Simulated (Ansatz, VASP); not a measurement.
## B in VASP and in Ansatz

Contents of INCAR:

```
SYSTEM = B
PREC = Accurate ; ENCUT = 520
EDIFF = 1E-6 ; ISMEAR = -1
SIGMA = 0.05 ; LREAL = .False.
LASPH = .True. ; NELM = 60
ALGO = Normal ; ISIF = 2
LWAVE = .False. ; LCHARG = .False.
GGA = PS ; NBANDS = 8
```

KPOINTS

```
regular mesh
0
Gamma
  20 20 20
  0 0 0
```

File POSCAR:

```
B
1.0
    1.7997159719      0.0000000000      0.0000000000
    0.0000000000      1.7997159719      0.0000000000
    0.0000000000      0.0000000000      1.7997159719
B
1
Direct
    0.0000000000      0.0000000000      0.0000000000
```

Input for Ansatz:

```yaml
crystal:
  lattice:
    - [1.7997159719, 0.0, 0.0]
    - [0.0, 1.7997159719, 0.0]
    - [0.0, 0.0, 1.7997159719]
  atoms:
    - { symbol: B, position: [0.0, 0.0, 0.0] }
kpoints:
  mp_grid: { grid: [20, 20, 20] }
scf:
  occupations: { method: fermi_dirac, width: 0.05 }
hamiltonian:
  xc: pbesol
  pseudopotentials: { kind: all_electron, lapw: { basis_error: 0.001 } }
output:
  forces: true
  stress: true
  eigenvalues: true
  populations: true
```

Change from the starting cell: volume scaled by 0.88, LAPW.

Alike in both runs: task single point; functional PBEsol; k mesh 20 × 20 × 20; occupations fermi-dirac, width 0.05 eV; no spin polarisation.

|  | VASP | Ansatz |
| --- | --- | --- |
| version | VASP 6.6.1 | Ansatz 0.2.0 |
| potentials or method | VASP PAW PBE potentials, release 64 (B) | all-electron LAPW, scalar-relativistic |
| plane-wave cutoff (eV) | 520 | see its input |

Ansatz gave:

| Property | Result |
| --- | --- |
| pressure (GPa) | 38.7 |

Q: Estimate VASP's values.

A: Pressure (GPa): 39.2.

Ansatz ran all-electron here, so the differences hold the error of VASP's frozen core and of both bases.

Caveats: so large a pressure means that the cell lies far from this level's equilibrium, or that cutoff or potentials fall short (VASP); the potentials were made for another functional, which shifts forces and pressure (VASP).
